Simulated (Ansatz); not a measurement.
# Si (Fd-3m) in Ansatz: notebook

One crystal, Si, is run at these levels: BPBE; tasks: single point, equation of state.

Everything below comes from runs of Ansatz 0.2.0. Logs are shortened: lines on timing, memory, paths and dates and some standing lists are left out, and cuts for length are marked.

### 1 The structure

Symmetry: Fd-3m, No. 227, cubic system. The conventional cell has a = 5.444 Å, b = 5.444 Å, c = 5.444 Å, α = 90.00°, β = 90.00°, γ = 90.00°. Si (site symmetry -43m) has 4 Si at 2.36 Å as nearest neighbours.

### 2 Single point, BPBE, 18.95 Å³/atom (volume scaled by 0.94)

Contents of input.yaml:

```yaml
crystal:
  lattice:
    - [0.0, 2.6662876123, 2.6662876123]
    - [2.6662876123, 0.0, 2.6662876123]
    - [2.6662876123, 2.6662876123, 0.0]
  atoms:
    - { symbol: Si, position: [0.5, 0.5, 0.5] }
    - { symbol: Si, position: [0.75, 0.75, 0.75] }
hamiltonian:
  xc: { exchange: b88, correlation: pbe }
  pseudopotentials: { kind: paw }
kpoints:
  mp_grid: { grid: [8, 8, 8] }
scf:
  occupations: { method: fermi_dirac, width: 0.05 }
output:
  forces: true
  stress: true
  eigenvalues: true
```

Potentials or basis: Ansatz PAW.

Started as:

```console
$ ansatz run input.yaml --threads 2 --pin off --max-ram 5120MiB --backend cpu --events-out ev --progress --plain --runs-dir out
```

The log of the run:

```text
Warning: RAYON_NUM_THREADS=2 ignored (pool sized by the plan → 2); use --threads N
Engine: ansatz 0.2.0, x86_64-unknown-linux-gnu
Pseudopotentials: kind: paw
Pseudopotential: Si, paw, valence charge 4, recommended cutoff 420 eV (normal), Si.paw.azcp
Functional definition: unnamed
  exchange = b88_x
  correlation = pbe_c
Crystal: 2 atoms, lattice volume = 37.910 Å³
Basis set: ecut = 420 eV, 725 PW (Γ), exchange–correlation on 54×54×54 points (8 copies of the dense FFT grid, shifted against one another)
Bands: 8, of which v1, the nominal top of the filled ones, is band 4 counted from 1 (3 counted from 0)
Symmetry: 48 space group operations
Space group: Fd-3m (ITA 227), of the structure as read, at distance tolerance 3.4e-5 Å
k-points: 29 of 512
Non-local potential: Si, projectors of the file, l = 0: 2, l = 1: 2, l = 2: 2
PAW form: soft (Blöchl's): semilocal exchange-correlation on the pseudo side does not see the compensation charge
PAW frozen core: Si, regenerated for the run's functional, and the local potential with it (the file was generated under x = pbe(κ = 0.804, μ = 0.2195149727645171), c = pbe(β = 0.06672455060314922))
PAW one-centre angular grid: Si, 110 points (default); XC on 64 Gauss nodes
Initial density: superposition of atomic densities (neutral atoms: chi_scale 0, normalization atom), corrected by the library's trained network
Initial wavefunctions: pseudopotential atomic-orbital guess
Functional: x = b88, c = pbe(β = 0.06672455060314922)
SCF iter   1: F=—  HF=-1277.110837 eV  |F-HF|=—  |Δ(HF+E_count)|=         —  Δρ=1.07e-3  dr2=4.17e-4  ethr=1.77e-3  ⟨swp⟩=6.0  Hψ=2062  notcnv=0
preconditioner: auto → none  [insulator: Δε(μ)=0.539 eV  Ē_g=9.749 eV  σ=0.050 eV  W_gap=0.99  n_scr=8 (ndim 8)  ℏωp=17.1 eV  f_vac=0.000  D(μ)=0.00/eV (n_scr^D=0)  ε∞_Penn≈4.1]
SCF iter   2: F=—  HF=-1277.111053 eV  |F-HF|=—  |Δ(HF+E_count)|=   2.16e-4  Δρ=4.99e-4  dr2=7.51e-5  ethr=5.21e-6  ⟨swp⟩=2.2  Hψ=574  notcnv=0
SCF iter   3: F=—  HF=-1277.111083 eV  |F-HF|=—  |Δ(HF+E_count)|=   2.94e-5  Δρ=8.81e-5  dr2=2.38e-6  ethr=9.39e-7  ⟨swp⟩=2.7  Hψ=345  notcnv=0
SCF iter   4: F=—  HF=-1277.111083 eV  |F-HF|=—  |Δ(HF+E_count)|=   2.13e-8  Δρ=3.65e-5  dr2=2.41e-7  ethr=2.97e-8  ⟨swp⟩=2.0  Hψ=338  notcnv=0
iter 5 did not close the SCF: its close was put off for the readings that it lacked (scf_convergence_deferred on its scf_iter line)
SCF iter   5: F=-1277.111083 eV  HF=-1277.111083 eV  |F-HF|=1.45e-10  |Δ(HF+E_count)|=   2.90e-7  Δρ=2.22e-6  dr2=1.22e-9  ethr=3.01e-9  ⟨swp⟩=2.8  Hψ=363  notcnv=0
SCF iter   6: F=-1277.111083 eV  HF=-1277.111083 eV  |F-HF|=2.96e-12  |Δ(HF+E_count)|=  4.05e-11  Δρ=3.53e-7  dr2=2.54e-11  ethr=1.52e-11  ⟨swp⟩=1.0  Hψ=718  notcnv=0
SCF 1 converged in 6 iterations: F = -1277.111083 eV  dr2 = 2.54e-11
SCF converged after 6 iterations
Free energy (F): -1277.111083 eV
Harris-Foulkes:  -1277.111083 eV  (|F-HF|=2.96e-12)
Internal energy: -1277.111021 eV  (E = F + TS)
E sigma→0 (E₀):  -1277.111052 eV
Entropy (-TS):   -0.000062 eV (-0.031 meV/atom)
Fermi energy:    7.037172 eV
--- Per-component energies (eV) ---
  E_band       = 12.611633
  E_kinetic    = 82.786772
  E_local      = -51.619111  (includes V_loc(G=0)·N_el)
  E_nonlocal   = 52.857493
  E_hartree    = 14.299330
  E_xc         = -111.688021
  E_vxc        = -94.929189  (∫ρ·V_xc dr)
  E_paw        = -1030.981452  (= ΣΔE_a)
  E_vpaw       = -5.083022  (= ΣTr[D̂ρ^β])
  E_aug_tail   = 0.000011  (compensation charges beyond the density's cutoff)
  E_ewald      = -232.737029
  E_core_change = -0.029014  (= ΣΔE_core)
  E_smearing   = -0.000062  (= −TS)
  E_closure    = -0.000000  (closes the sum)
  Σ components = -1277.111083   (vs F -1277.111083, Δ=0.00e0)
--- Forces (eV/Å), atoms counted from 1 ---
  atom   1  Si    -0.00000000    -0.00000000     0.00000000
  atom   2  Si     0.00000000    -0.00000000    -0.00000000
  max |Σ_I F_I| component: 1.50e-17 eV/Å
--- Stress (GPa, compression-positive) ---
        8.064565       0.000000      -0.000000
        0.000000       8.064565       0.000000
        0.000000      -0.000000       8.064565
  P = ⅓ Tr σ = 8.0646 GPa (80.646 kbar)
--- Band table (eV; the first three rows and the last of 29) ---
  k-point 0: bands = ["-5.5407", "6.7957", "6.7957", "6.7957", "9.3944", "9.3944", "9.3944", "10.8135"]
  k-point 1: bands = ["-5.3268", "5.1783", "6.4922", "6.4922", "9.4496", "9.8404", "9.8404", "12.0344"]
  k-point 2: bands = ["-4.7013", "2.7682", "6.0036", "6.0036", "9.0175", "10.3557", "10.3557", "14.0247"]
  k-point 28: bands = ["-1.0039", "-1.0039", "2.7123", "2.7123", "11.0577", "11.0577", "11.9988", "11.9988"]
```

It took 0.23 s on 2 threads of AMD EPYC 9B45 (Zen 5), shared host; peak memory 0.34 GiB.

What came out:

```
Free energy            : -1277.1111 eV
Pressure               : 8.1 GPa
Band gap on the k mesh : 0.53 eV, indirect (least direct gap 2.60 eV)
```

Caveat: the PAW data sets come from PBE, with cores solved anew for the run's functional, which leaves a small shift of forces and pressure.

### 3 Single point, BPBE, 19.36 Å³/atom (volume scaled by 0.96)

input.yaml: that of step 2 with these lines changed.

```diff
@@ -2,5 +2,5 @@
   lattice:
-    - [0.0, 2.6662876123, 2.6662876123]
-    - [2.6662876123, 0.0, 2.6662876123]
-    - [2.6662876123, 2.6662876123, 0.0]
+    - [0.0, 2.6850649043, 2.6850649043]
+    - [2.6850649043, 0.0, 2.6850649043]
+    - [2.6850649043, 2.6850649043, 0.0]
   atoms:
```

Potentials or basis: Ansatz PAW.

Started as:

```console
$ ansatz run input.yaml --threads 2 --pin off --max-ram 5120MiB --backend cpu --events-out ev --progress --plain --runs-dir out
```

Run time: 0.23 s. Hardware: 2 threads of AMD EPYC 9B45 (Zen 5), shared host; peak memory 0.34 GiB.

The run converged. Its results:

* Free energy: -1277.1454 eV
* Pressure: 5.6 GPa
* Band gap on the k mesh: 0.56 eV, indirect (least direct gap 2.59 eV)

Caveat: the PAW data sets come from PBE, with cores solved anew for the run's functional, which leaves a small shift of forces and pressure.

### 4 Single point, BPBE, 19.76 Å³/atom (volume scaled by 0.98)

input.yaml: that of step 3 with these lines changed.

```diff
@@ -2,5 +2,5 @@
   lattice:
-    - [0.0, 2.6850649043, 2.6850649043]
-    - [2.6850649043, 0.0, 2.6850649043]
-    - [2.6850649043, 2.6850649043, 0.0]
+    - [0.0, 2.7035831784, 2.7035831784]
+    - [2.7035831784, 0.0, 2.7035831784]
+    - [2.7035831784, 2.7035831784, 0.0]
   atoms:
```

Started as:

```console
$ ansatz run input.yaml --threads 2 --pin off --max-ram 5120MiB --backend cpu --events-out ev --progress --plain --runs-dir out
```

Run time: 0.23 s. Hardware: 2 threads of AMD EPYC 9B45 (Zen 5), shared host; peak memory 0.34 GiB.

Results (log left out):

| Property | Result |
| --- | --- |
| Free energy | -1277.1679 eV |
| Pressure | 3.4 GPa |
| Band gap on the k mesh | 0.60 eV, indirect (least direct gap 2.58 eV) |

Caveat: the PAW data sets come from PBE, with cores solved anew for the run's functional, which leaves a small shift of forces and pressure.

### 5 Single point, BPBE, 20.16 Å³/atom

input.yaml: that of step 4 with these lines changed.

```diff
@@ -2,5 +2,5 @@
   lattice:
-    - [0.0, 2.7035831784, 2.7035831784]
-    - [2.7035831784, 0.0, 2.7035831784]
-    - [2.7035831784, 2.7035831784, 0.0]
+    - [0.0, 2.7218511865, 2.7218511865]
+    - [2.7218511865, 0.0, 2.7218511865]
+    - [2.7218511865, 2.7218511865, 0.0]
   atoms:
@@ -19 +19,5 @@
   eigenvalues: true
+  write_density: true
+  write_potential: true
+  elf: true
+  volumetric_format: npy
```

Started as:

```console
$ ansatz run input.yaml --threads 2 --pin off --max-ram 5120MiB --backend cpu --events-out ev --progress --plain --runs-dir out
```

It took 0.28 s on 2 threads of AMD EPYC 9B45 (Zen 5), shared host; peak memory 0.34 GiB.

Results (log left out):

```yaml
Free_energy: -1277.1799 eV
Pressure: 1.4 GPa
Band_gap_on_the_k_mesh: 0.63 eV, indirect (least direct gap 2.57 eV)
```

Caveat: the PAW data sets come from PBE, with cores solved anew for the run's functional, which leaves a small shift of forces and pressure.

### 6 Single point, BPBE, 20.57 Å³/atom (volume scaled by 1.02)

Contents of input.yaml:

```yaml
crystal:
  lattice:
    - [0.0, 2.7398772164, 2.7398772164]
    - [2.7398772164, 0.0, 2.7398772164]
    - [2.7398772164, 2.7398772164, 0.0]
  atoms:
    - { symbol: Si, position: [0.5, 0.5, 0.5] }
    - { symbol: Si, position: [0.75, 0.75, 0.75] }
hamiltonian:
  xc: { exchange: b88, correlation: pbe }
  pseudopotentials: { kind: paw }
kpoints:
  mp_grid: { grid: [8, 8, 8] }
scf:
  occupations: { method: fermi_dirac, width: 0.05 }
output:
  forces: true
  stress: true
  eigenvalues: true
```

Potentials or basis: Ansatz PAW.

Started as:

```console
$ ansatz run input.yaml --threads 2 --pin off --max-ram 5120MiB --backend cpu --events-out ev --progress --plain --runs-dir out
```

Run time: 0.24 s. Hardware: 2 threads of AMD EPYC 9B45 (Zen 5), shared host; peak memory 0.34 GiB.

The run converged. Its results:

```
Free energy            : -1277.1823 eV
Pressure               : -0.4 GPa
Band gap on the k mesh : 0.66 eV, indirect (least direct gap 2.56 eV)
```

Caveat: the PAW data sets come from PBE, with cores solved anew for the run's functional, which leaves a small shift of forces and pressure.

### 7 Single point, BPBE, 20.97 Å³/atom (volume scaled by 1.04)

input.yaml: that of step 6 with these lines changed.

```diff
@@ -2,5 +2,5 @@
   lattice:
-    - [0.0, 2.7398772164, 2.7398772164]
-    - [2.7398772164, 0.0, 2.7398772164]
-    - [2.7398772164, 2.7398772164, 0.0]
+    - [0.0, 2.7576691254, 2.7576691254]
+    - [2.7576691254, 0.0, 2.7576691254]
+    - [2.7576691254, 2.7576691254, 0.0]
   atoms:
```

Started as:

```console
$ ansatz run input.yaml --threads 2 --pin off --max-ram 5120MiB --backend cpu --events-out ev --progress --plain --runs-dir out
```

Run time: 0.24 s. Hardware: 2 threads of AMD EPYC 9B45 (Zen 5), shared host; peak memory 0.34 GiB.

The run converged. Its results:

```
Free energy            : -1277.1761 eV
Pressure               : -2.0 GPa
Band gap on the k mesh : 0.69 eV, indirect (least direct gap 2.53 eV)
```

Caveat: the PAW data sets come from PBE, with cores solved anew for the run's functional, which leaves a small shift of forces and pressure.

### 8 Single point, BPBE, 21.37 Å³/atom (volume scaled by 1.06)

input.yaml: that of step 7 with these lines changed.

```diff
@@ -2,5 +2,5 @@
   lattice:
-    - [0.0, 2.7576691254, 2.7576691254]
-    - [2.7576691254, 0.0, 2.7576691254]
-    - [2.7576691254, 2.7576691254, 0.0]
+    - [0.0, 2.7752343705, 2.7752343705]
+    - [2.7752343705, 0.0, 2.7752343705]
+    - [2.7752343705, 2.7752343705, 0.0]
   atoms:
@@ -19 +19,5 @@
   eigenvalues: true
+  write_density: true
+  write_potential: true
+  elf: true
+  volumetric_format: npy
```

Started as:

```console
$ ansatz run input.yaml --threads 2 --pin off --max-ram 5120MiB --backend cpu --events-out ev --progress --plain --runs-dir out
```

Run time: 0.28 s. Hardware: 2 threads of AMD EPYC 9B45 (Zen 5), shared host; peak memory 0.34 GiB.

The run converged. Its results:

| Item | Value |
| --- | --- |
| Free energy | -1277.1622 eV |
| Pressure | -3.5 GPa |
| Band gap on the k mesh | 0.72 eV, indirect (least direct gap 2.45 eV) |

Caveat: the PAW data sets come from PBE, with cores solved anew for the run's functional, which leaves a small shift of forces and pressure.

### 9 Equation of state, BPBE

Potentials or basis: Ansatz PAW.

No new run: the results of the series are fitted here.

Results:

```yaml
Equilibrium_volume: 20.47 Å³/atom
Bulk_modulus: 89 GPa
Pressure_derivative_of_the_bulk_modulus: 4.3
```

Energy against volume, from the lowest point:
```tsv
volume (Å³/atom)	energy (meV/atom)
18.955	35.61
19.358	18.46
19.761	7.18
20.165	1.20
20.568	0.00
20.971	3.10
21.375	10.07
```

Caveat: the potentials were made for another functional, which shifts forces and pressure.
